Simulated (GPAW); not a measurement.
# SiC (Moissanite 6H) (P6_3mc) in GPAW: single point with PBE

Aim: the single point of SiC (Moissanite 6H) with PBE.

Everything below comes from runs of GPAW 26.7.0. Logs are shortened: lines on timing, memory, paths and dates and some standing lists are left out, and cuts for length are marked. The log counts tension as positive stress, the text compression.

## (1) Starting point

Symmetry: P6_3mc, No. 186, hexagonal system. The conventional cell has a = 3.095 Å, b = 3.095 Å, c = 15.170 Å, α = 90.00°, β = 90.00°, γ = 120.00°. Si (site symmetry 3m) is surrounded by 4 C at 1.90 Å. Si (site symmetry 3m) has 4 C at 1.90 Å as nearest neighbours. Si (site symmetry 3m) is surrounded by 4 C at 1.90 Å. C (site symmetry 3m) has 4 Si at 1.90 Å as nearest neighbours. C (site symmetry 3m) is surrounded by 4 Si at 1.90 Å. C (site symmetry 3m) has 4 Si at 1.90 Å as nearest neighbours.

## (2) Single point, PBE

File run.py:

```python
from ase import Atoms
from ase.dft.bandgap import bandgap
from ase.io import write
from ase.units import Bohr, GPa
from gpaw import GPAW, PW
from gpaw.elf import elf_from_dft_calculation

atoms = Atoms(['Si', 'Si', 'Si', 'Si', 'Si', 'Si', 'C', 'C', 'C', 'C', 'C', 'C'],
              cell=[[3.095, 0.0, 0.0],
                    [-1.5475, 2.6803486247, 0.0],
                    [0.0, 0.0, 15.17]],
              scaled_positions=[[0.6666666667, 0.3333333333, 0.4583],
                                [0.3333333333, 0.6666666667, 0.9583],
                                [0.6666666667, 0.3333333333, 0.7917],
                                [0.3333333333, 0.6666666667, 0.2917],
                                [0.0, 0.0, 0.625],
                                [0.0, 0.0, 0.125],
                                [0.6666666667, 0.3333333333, 0.3333],
                                [0.3333333333, 0.6666666667, 0.8333],
                                [0.6666666667, 0.3333333333, 0.6667],
                                [0.3333333333, 0.6666666667, 0.1667],
                                [0.0, 0.0, 0.5],
                                [0.0, 0.0, 0.0]],
              pbc=True)

calc = GPAW(mode=PW(800),
            xc='PBE',
            kpts={'size': (10, 10, 2), 'gamma': True},
            occupations={'name': 'methfessel-paxton', 'order': 0, 'width': 0.014},
            nbands=46,
            convergence={'density': 1e-05, 'energy': 1e-05},
            maxiter=150,
            txt='gpaw.txt')
atoms.calc = calc
energy = atoms.get_potential_energy()
forces = atoms.get_forces()
stress = atoms.get_stress()
calc.write('gs.gpw')
write('result.traj', atoms)
print(f'Energy: {energy:.6f} eV')
print('Forces (eV/A):')
print(forces.round(4))
print('Stress (GPa):', (stress / GPa).round(3))
print('Fermi level:', round(calc.get_fermi_level(), 4), 'eV')
print(f'Gap: {bandgap(calc)[0]:.4f} eV, direct: {bandgap(calc, direct=True)[0]:.4f} eV')

# fields on the real-space grid
write('density.cube', atoms, data=calc.get_pseudo_density() * Bohr**3)
write('potential.cube', atoms, data=calc.get_electrostatic_potential())
write('elf.cube', atoms, data=elf_from_dft_calculation(calc).data)
```

Potentials or basis: GPAW PAW data sets (gpaw-data 1.2.1), pw.

The run is started by

```
> OMP_NUM_THREADS=1 python run.py
```

gpaw.txt:

```text
__  _  _
 | _ |_)|_||  |
 |__||  | ||/\| - 26.7.0

Input parameters:
  mode=PW(ecut=800.0),
  convergence={'density': 1e-05, 'energy': 1e-05},
  kpts=MonkhorstPack(size=(10, 10, 2), gamma=True),
  maxiter=150,
  nbands=46,
  occupations=Occupations(name='methfessel-paxton', order=0, width=0.014),
  xc=XC(name='PBE')

Diagonalizing LCAO Hamiltonian
Converting LCAO to pw mode

         Si

         C

            Si

            C
       Si

       C    Si

         Si C

         C

       Si

       C

Atoms  # Å, Bohr magnetons
|    | symbol |         x |        y |         z |    initial magnetic moments |
|----|--------|-----------|----------|-----------|-----------------------------|
|  0 |     Si |  1.547500 | 0.893450 |  6.952411 | ( 0.0000,  0.0000,  0.0000) |
|  1 |     Si | -0.000000 | 1.786899 | 14.537411 | ( 0.0000,  0.0000,  0.0000) |
|  2 |     Si |  1.547500 | 0.893450 | 12.010089 | ( 0.0000,  0.0000,  0.0000) |
|  3 |     Si | -0.000000 | 1.786899 |  4.425089 | ( 0.0000,  0.0000,  0.0000) |
|  4 |     Si |  0.000000 | 0.000000 |  9.481250 | ( 0.0000,  0.0000,  0.0000) |
|  5 |     Si |  0.000000 | 0.000000 |  1.896250 | ( 0.0000,  0.0000,  0.0000) |
|  6 |      C |  1.547500 | 0.893450 |  5.056161 | ( 0.0000,  0.0000,  0.0000) |
|  7 |      C | -0.000000 | 1.786899 | 12.641161 | ( 0.0000,  0.0000,  0.0000) |
|  8 |      C |  1.547500 | 0.893450 | 10.113839 | ( 0.0000,  0.0000,  0.0000) |
|  9 |      C | -0.000000 | 1.786899 |  2.528839 | ( 0.0000,  0.0000,  0.0000) |
| 10 |      C |  0.000000 | 0.000000 |  7.585000 | ( 0.0000,  0.0000,  0.0000) |
| 11 |      C |  0.000000 | 0.000000 |  0.000000 | ( 0.0000,  0.0000,  0.0000) |

Unit cell  # Å
| periodic |         x |        y |         z |   lengths |     angles |
|----------|-----------|----------|-----------|-----------|------------|
|      yes |  3.095000 | 0.000000 |  0.000000 |  3.095000 |  90.000000 |
|      yes | -1.547500 | 2.680349 |  0.000000 |  3.095000 |  90.000000 |
|      yes |  0.000000 | 0.000000 | 15.170000 | 15.170000 | 120.000000 |

Number of symmetries: 6
Symmetry operations  # r_c * U_cc + t_c -> r_c
|   | kind |            matrix            |
|---|------|------------------------------|
| 0 |  σ   |  1, 1, 0,  0,-1, 0,  0, 0, 1 |
| 1 |  E   |  1, 0, 0,  0, 1, 0,  0, 0, 1 |
| 2 |  C3  |  0, 1, 0, -1,-1, 0,  0, 0, 1 |
| 3 |  σ   |  0,-1, 0, -1, 0, 0,  0, 0, 1 |
| 4 |  σ   | -1, 0, 0,  1, 1, 0,  0, 0, 1 |
| 5 |  C3  | -1,-1, 0,  1, 0, 0,  0, 0, 1 |

BZ-sampling:
  Number of BZ points: 200
  Number of IBZ points: 28

  Monkhorst-Pack size: [10, 10, 2]
  Monkhorst-Pack shift: [0.05, 0.05, 0.25]

K-points  # in reciprocal-cell coordinates
|     |                                coordinates |     weight |
|-----|--------------------------------------------|------------|
|   0 | (  0.00000000,   0.00000000,   0.00000000) | 0.00500000 |
|   1 | (  0.00000000,   0.00000000,   0.50000000) | 0.00500000 |
|   2 | (  0.10000000,   0.00000000,   0.00000000) | 0.03000000 |
|   3 | (  0.10000000,   0.00000000,   0.50000000) | 0.03000000 |
|   4 | (  0.20000000,  -0.10000000,   0.00000000) | 0.03000000 |
|   5 | (  0.20000000,  -0.10000000,   0.50000000) | 0.03000000 |
|   6 | (  0.20000000,   0.00000000,   0.00000000) | 0.03000000 |
|   7 | (  0.20000000,   0.00000000,   0.50000000) | 0.03000000 |
|   8 | (  0.30000000,  -0.10000000,   0.00000000) | 0.06000000 |
|   9 | (  0.30000000,  -0.10000000,   0.50000000) | 0.06000000 |
| ... |                                            |            |
|  27 | (  0.50000000,   0.50000000,   0.50000000) | 0.01500000 |

Plane wave coefficients: 6505
Cutoff: 800.0 eV

Spin-components: 1 (collinear spins)
Bands:           46
Projectors:      60
Spin-degeneracy: 2
Datatype:        complex128

Parallelization:
  kpt:    1
  domain: 1
  band:   1

Density:
  Valence electrons: 48.0
  Components: 1
  Grid points: [ 21  21 100]
  Charge: 0.0  # |e|

Potential:
  Grid points: [ 21  21 100]

species:
  Si:
    name:    Silicon
    Z:       14.0
    valence: 4
    core:    10
    charge:  0.0  # [|e|]
    compensation charges:
      type: gauss
      rc: 0.33  # [Å]
      lmax: 2
    cutoffs:
      filter: 1.86  # [Å]
      core: 2.06  # [Å]
    projectors
    | kind |    occ | energy [eV] | rcut [Å] |
    |------|--------|-------------|----------|
    |   3s |  2.000 |     -10.812 |    1.058 |
    |   3p |  2.000 |      -4.081 |    1.058 |
    |    s |        |      16.399 |    1.058 |
    |    p |        |      23.130 |    1.058 |
    |    d |        |       0.000 |    1.058 |

    Using partial waves for Si as LCAO basis

  C:
    name:    Carbon
    Z:       6.0
    valence: 4
    core:    2
    charge:  0.0  # [|e|]
    compensation charges:
      type: gauss
      rc: 0.20  # [Å]
      lmax: 2
    cutoffs:
      filter: 1.14  # [Å]
      core: 1.14  # [Å]
    projectors
    | kind |    occ | energy [eV] | rcut [Å] |
    |------|--------|-------------|----------|
    |   2s |  2.000 |     -13.751 |    0.635 |
    |   2p |  2.000 |      -5.284 |    0.635 |
    |    s |        |      13.461 |    0.635 |
    |    p |        |      21.927 |    0.635 |
    |    d |        |       0.000 |    0.635 |

    Using partial waves for C as LCAO basis

Reference energy: -53483.834194  # eV

eigensolver:
  PPCG
  Converge bands: occupied
  niter=2

density mixing:
  MSR1-Mixer
  Pratt-step length: 0.05
  Maximum mixing coefficient: 0.75
  Old densities: 10
  SVD Regularization: 0.005
  Good broyden scale: 1.0
  Trust region scale: 1.0
  Backstep threshold: 4.0
  History deletion threshold: 6.0
  Fourier metric: weight=20.0, sigma=0.015

occupation numbers:
  Methfessel-Paxton:
    width: 0.0140  # eV
    order: 0

poisson solver:
  ecut: 6400.0  # eV

xc functional:
  name: PBE with 2 nearest neighbor stencil

convergence criteria:
- Maximum integral of absolute [dens]ity change: 1e-05 electrons / valence electron
- Maximum [total energy] change in last 3 cyles: 1e-05 eV / valence electron
- Maximum integral of absolute [eigenst]ate change: 4e-08 eV^2 / valence electron
maximum number of iterations: 150

SCF iterations
|iter     | |      energy | eigst |  dens |
|---------|-|-------------|-------|-------|
|iter:   1| |  -99.307372 | -0.11 |       |
|iter:   2| |  -97.310370 | -2.11 | -0.58 |
|iter:   3| |  -90.802489 | -0.29 | -0.61 |
|iter:   4| |  -89.898644 | -1.36 | -1.12 |
|iter:   5| |  -89.936743 | -2.57 | -1.53 |
|iter:   6| |  -89.921632 | -3.36 | -2.13 |
|iter:   7| |  -89.921760 | -4.84 | -2.62 |
|iter:   8| |  -89.921808c| -5.85 | -3.07 |
|iter:   9| |  -89.921811c| -6.87 | -3.75 |
|iter:  10| |  -89.921810c| -7.61c| -4.18 |
|iter:  11| |  -89.921810c| -7.50c| -4.45 |
|iter:  12| |  -89.921810c| -8.79c| -5.42c|

Converged in 12 steps
Energy contributions relative to reference atoms: (reference = -53483.834194)

Energy contributions:
  Kinetic:          88.753517
  Coulomb:         -75.317249
  Zero:             -0.078424
  External:          0.000000
  Xc:             -103.279654
  Entropy:           0.000000
  Spinorbit:         0.000000
  ----------------------------
  Free energy:     -89.921810
  Extrapolated:    -89.921810

dipole moment: (-12.808080, -22.184245, -18.057732)  # |e|*Ang

Fermi level: 9.559
Eigenvalues  # (at kpt = [0.000, 0.000, 0.000])
| band index |      eig [eV] | occ [0-2] |
|------------|---------------|-----------|
|          0 |        -7.219 |     2.000 |
|        ... |               |           |
|         16 |         7.292 |     2.000 |
|         17 |         7.754 |     2.000 |
|         18 |         7.754 |     2.000 |
|         19 |         7.847 |     2.000 |
|         20 |         7.847 |     2.000 |
|         21 |         8.100 |     2.000 |
|         22 |         8.145 |     2.000 |
|         23 |         8.145 |     2.000 |
|         24 |        13.184 |     0.000 |
|         25 |        13.359 |     0.000 |
|         26 |        13.765 |     0.000 |
|         27 |        14.279 |     0.000 |
|         28 |        14.314 |     0.000 |
|         29 |        14.685 |     0.000 |
|         30 |        14.965 |     0.000 |
|         31 |        14.965 |     0.000 |
|        ... |               |           |
|         45 |        17.720 |     0.000 |

Gap: 2.017 eV
Transition (v -> c):
  (s=0, k=0, n=23, [0.00, 0.00, 0.00]) -> (s=0, k=26, n=24, [0.50, 0.50, 0.00])
Direct/indirect transitions are different
Direct gap: 3.112 eV
Transition at: (s=0, k=26, n=23, [0.50, 0.50, 0.00])

Forces  # eV/Ang
|        x |        y |        z |
|----------|----------|----------|
|  0.00000 |  0.00000 |  0.05132 |  # Si   0
| -0.00000 |  0.00000 |  0.05132 |  # Si   1
| -0.00000 |  0.00000 |  0.02516 |  # Si   2
|  0.00000 |  0.00000 |  0.02516 |  # Si   3
|  0.00000 |  0.00000 |  0.04311 |  # Si   4
|  0.00000 |  0.00000 |  0.04311 |  # Si   5
| -0.00000 |  0.00000 | -0.01343 |  # C    6
|  0.00000 |  0.00000 | -0.01343 |  # C    7
| -0.00000 |  0.00000 |  0.03512 |  # C    8
| -0.00000 |  0.00000 |  0.03512 |  # C    9
|  0.00000 | -0.00000 | -0.14127 |  # C   10
| -0.00000 | -0.00000 | -0.14127 |  # C   11

Stress tensor  # eV/Ang^3
|         x |         y |         z |
|-----------|-----------|-----------|
| -0.007173 | -0.000000 | -0.000000 |
| -0.000000 | -0.007173 |  0.000000 |
| -0.000000 |  0.000000 | -0.012085 |

# Writing to gs.gpw (mode='')
```

Wall time 3.1 min (1 thread of Arm Neoverse V2, shared host); peak memory 0.4 GiB.

Results:

| Quantity | Value |
| --- | --- |
| Free energy | -89.9218 eV |
| Pressure | 1.4 GPa |
| Largest force | 0.141 eV/Å |
| Band gap on the k mesh | 2.02 eV, indirect (least direct gap 3.11 eV) |

Forces in eV/Å, atoms in the order of the input:
```
Si   0.000  0.000  0.051
Si   0.000  0.000  0.051
Si   0.000  0.000  0.025
Si   0.000  0.000  0.025
Si   0.000  0.000  0.043
Si   0.000  0.000  0.043
C    0.000  0.000 -0.013
C    0.000  0.000 -0.013
C    0.000  0.000  0.035
C    0.000  0.000  0.035
C    0.000  0.000 -0.141
C    0.000  0.000 -0.141
```

Stress tensor (GPa, compression positive):
```
1.15 0.00 0.00
0.00 1.15 0.00
0.00 0.00 1.94
```

Levels at points of the mesh, in eV from the valence-band top:
| k point | band 21 | band 22 | band 23 | band 24 | band 25 | band 26 | band 27 | band 28 |
| --- | --- | --- | --- | --- | --- | --- | --- | --- |
| (0.00, 0.00, 0.00) | -0.30 | -0.05 | 0.00 | 0.00 | 5.04 | 5.21 | 5.62 | 6.13 |
| (0.00, 0.00, 0.50) | -0.10 | -0.10 | -0.10 | -0.10 | 5.11 | 5.11 | 5.85 | 5.85 |
| (0.50, 0.50, 0.00) | -1.81 | -1.77 | -1.66 | -1.10 | 2.02 | 2.20 | 3.18 | 3.86 |
| (0.50, 0.50, 0.50) | -1.71 | -1.71 | -1.30 | -1.30 | 2.05 | 2.05 | 3.40 | 3.40 |

A k mesh can miss the band edges. A hybrid or GW would open this gap; PBE tends to underestimate it.
